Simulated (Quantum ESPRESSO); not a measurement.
BaTiO3 (Barioperovskite):

```
Ba Ti O
1.0
     3.98550    0.00000    0.00000
     0.00000    2.83690    2.84515
     0.00000   -2.83690    2.84515
Ba Ti O
1 1 3
Direct
  0.00000 0.00000 0.00000
  0.50000 0.51240 0.51240
  0.50000 0.99184 0.50524
  0.50000 0.50524 0.99184
  0.00000 0.48740 0.48740
```

- Program: Quantum ESPRESSO 7.5
- Task: phonons
- Functional: LDA
- Potentials or basis: GBRV 1.5 LDA
- Cutoff: 612 eV
- Density cutoff: 4898 eV
- k mesh: 4 × 4 × 4, shifted
- Occupations: fermi-dirac, width 0.05 eV
- Spin: no spin polarisation
- Form of the LDA correlation: PZ81
- Mixing beta: 0.5
- Most SCF iterations: 120
- SCF threshold: 1e-09 Ry

The cell and the atoms were relaxed first, to 12.32 Å³/atom (a = 3.939 Å, b = 3.955 Å, c = 3.955 Å, α = 89.95°, β = 90.00°, γ = 90.00°), and the response was taken there.

```
CELL_PARAMETERS angstrom
3.93948 0.00000 0.00000
0.00000 2.79519 2.79748
0.00000 -2.79519 2.79748
ATOMIC_POSITIONS crystal
Ba 0.00000 0.00288 0.00288
Ti 0.50000 0.51047 0.51047
O 0.50000 0.99156 0.49618
O 0.50000 0.49618 0.99156
O 0.00000 0.49579 0.49579
```

The first run showed a gap, so the response started from a second, tighter run with fixed occupations.

Task: Which optical modes does the crystal have at the zone centre, and which show in infrared and Raman spectra?

Result: The optical modes are 3B2 + 4B1 + 4A1 + A2. Infrared active: 3B2 + 4B1 + 4A1. Raman active: 3B2 + 4B1 + 4A1 + A2.

Optical modes at Γ, degenerate ones joined, polar ones without the macroscopic field:
```
cm⁻¹  components  symmetry     active in  IR intensity, summed ((D/Å)²/amu)
 50i           1        B2  IR and Raman                              77.18
 135           1        B1  IR and Raman                              74.45
 162           1        A1  IR and Raman                              69.08
 183           1        B1  IR and Raman                               0.39
 184           1        B2  IR and Raman                               2.46
 184           1        A1  IR and Raman                               0.08
 297           1        B1  IR and Raman                               0.01
 300           1        A1  IR and Raman                               0.03
 300           1        A2         Raman                               0.00
 480           1        B2  IR and Raman                               3.29
 482           1        B1  IR and Raman                               4.24
 494           1        A1  IR and Raman                               4.88
```

Caveat: some modes are imaginary.
